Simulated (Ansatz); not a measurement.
## Ni in Ansatz: the effect of functional

Crystal: Ni.

```
Ni
1.0
     0.00000    1.70210    1.70210
     1.70210    0.00000    1.70210
     1.70210    1.70210    0.00000
Ni
1
Direct
  0.00000 0.00000 0.00000
```

The cell isn't the ideal one: volume scaled by 0.94.

Alike in all runs:

| Property | Result |
| --- | --- |
| Program | Ansatz 0.2.0 |
| Task | single point |
| Potentials or basis | Ansatz PAW |
| k mesh | 13 × 13 × 13 |
| Occupations | fermi-dirac, width 0.05 eV |
| Spin | collinear spin, ferromagnetic start |
| Starting moments | [1.0] μB |

```tsv
functional	cutoff	pressure (GPa)	moment (μB)
LDA	420 eV (not typed: the program's choice for these potentials)	?	?
r2SCAN	500 eV (not typed: the program's choice for these potentials)	15.9	0.66
PBE	420 eV (not typed: the program's choice for these potentials)	25.2	0.62
```

Task: What does the run with functional LDA give?

Result: Pressure 4.7 GPa; moment 0.62 μB.

Caveats: the PAW data sets come from PBE, with cores solved anew for the run's functional, which leaves a small shift of forces and pressure (some runs); the magnetic or orbital state may not be the lowest (some runs).
